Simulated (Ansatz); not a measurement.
B:

```
B
1.0
     2.34611    0.00000    0.00000
     0.00000    2.34611    0.00000
     0.00000    0.00000    1.58579
B
1
Direct
  0.50000 0.50000 0.50000
```

The cell was built by a generator and needn't be a form met in nature.

| Item | Value |
| --- | --- |
| Program | Ansatz 0.2.0 |
| Task | relaxation of cell and atoms |
| Functional | B3LYP |
| Potentials or basis | Ansatz PAW |
| Cutoff | 420 eV (not typed: the program's choice for these potentials) |
| k mesh | 6 × 6 × 8 |
| Occupations | fermi-dirac, width 0.05 eV |
| Spin | no spin polarisation |

At the start: volume 8.73 Å³/atom.

Task: How do energy, volume and symmetry change on relaxing?

Result: It ends after 9 steps and the volume is 9.79 Å³/atom (+12.2 %); space group P4/mmm (No. 123, to 0.05 Å).

The path:
```csv
step,energy change (eV),largest force (eV/Å),volume (Å³)
1,0.0000,0.0000,8.73
2,-0.0435,0.0000,9.40
3,-0.0465,0.0000,9.92
4,-0.0482,0.0000,9.77
5,-0.0482,0.0000,9.77
6,-0.0482,0.0000,9.76
7,-0.0507,0.0000,9.76
8,-0.0507,0.0000,9.79
9,-0.0507,0.0000,9.79
```

Final structure:
```
B
1.0
     2.49717    0.00000    0.00000
     0.00000    2.49717    0.00000
     0.00000    0.00000    1.56985
B
1
Direct
  0.50000 0.50000 0.50000
```

Caveat: the k mesh is coarse (spacing up to 0.50 Å⁻¹), so the values aren't converged, least of all with exact exchange; the plane-wave basis is chosen anew once the cell has moved, so the energies of steps on either side of that aren't comparable; the PAW data sets come from PBE, with cores solved anew for the run's functional, which leaves a small shift of forces and pressure.
